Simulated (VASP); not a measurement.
## SnS2 (Berndtite-2T): relaxation of cell and atoms with LDA

SnS2 (Berndtite-2T):

```
Sn S
1.0
     3.63900    0.00000    0.00000
    -1.81950    3.15147    0.00000
     0.00000    0.00000    5.86800
Sn S
1 2
Direct
  0.00000 0.00000 0.00000
  0.33333 0.66667 0.25000
  0.66667 0.33333 0.75000
```

```json
{"Program": "VASP 6.6.1", "Task": "relaxation of cell and atoms", "Functional": "LDA", "Potentials or basis": "VASP PAW LDA potentials, release 64 (Sn_d, S)", "Cutoff": "600 eV", "k mesh": "9 × 9 × 5", "Occupations": "gaussian, width 0.03 eV", "Spin": "no spin polarisation", "Further INCAR settings": "ALGO = Normal; EDIFF = 1e-06; IBRION = 2; EDIFFG = -0.01; NSW = 90; ISIF = 3"}
```

| Quantity | Value |
| --- | --- |
| Relaxed volume | 21.71 Å³/atom |
| Relaxed cell | a = 3.632 Å, b = 3.632 Å, c = 5.703 Å, α = 90.00°, β = 90.00°, γ = 120.00° |
| Space group after relaxing (to 0.05 Å) | P-3m1 (No. 164) |
| Energy gained by relaxing | 1.7 meV/atom |
| Ionic steps | 13 |
| Pressure after relaxing | 0.0 GPa |
| Largest force after relaxing | 0.004 eV/Å |
| Band gap on the k mesh | 1.13 eV, indirect (least direct gap 1.63 eV) |

Forces in eV/Å, atoms in the order of the input:
```
Sn   0.000  0.000  0.000
S    0.000  0.000 -0.004
S    0.000  0.000  0.004
```

The path:
```
step  energy change (eV)  largest force (eV/Å)  pressure (GPa)  volume (Å³)
   1              0.0000                0.0005           -0.68        67.30
   2             -0.0007                0.1368            0.46        66.38
   3             -0.0012                0.0838            0.00        66.73
   4             -0.0018                0.0673            0.02        66.58
   5             -0.0029                0.0179            0.04        66.14
   6             -0.0019                0.0823            0.14        65.25
   7             -0.0030                0.0089            0.10        65.89
   8             -0.0035                0.0143            0.05        65.83
   9             -0.0045                0.0300           -0.13        65.65
  10             -0.0048                0.0608           -0.41        65.29
  11             -0.0049                0.0485           -0.34        65.43
  12             -0.0051                0.0206            0.17        64.97
  13             -0.0052                0.0045            0.01        65.14
```

Final structure:
```
Sn S
1.0
     3.63168    0.00000    0.00000
    -1.81584    3.14512    0.00000
     0.00000    0.00000    5.70294
Sn S
1 2
Direct
  0.00000 0.00000 0.00000
  0.33333 0.66667 0.25731
  0.66667 0.33333 0.74269
```

Levels at points of the mesh, in eV from the valence-band top:
```csv
k point,band 9,band 10,band 11,band 12,band 13,band 14,band 15,band 16,band 17
"(0.00, 0.00, 0.00)",-0.83,-0.83,-0.57,-0.57,0.00,1.63,3.29,5.18,5.18
```

Wall time 3.4 min on 1 thread of Intel(R) Xeon(R) 6975P-C (Granite Rapids), with other jobs on the host, peak memory 0.21 GiB.

Caveat: spin-orbit coupling is left out, which moves the levels of the heavy elements; an odd mesh through Γ misses points on the zone boundary, where band edges often lie. Zero-point motion and thermal expansion aren't in these numbers.
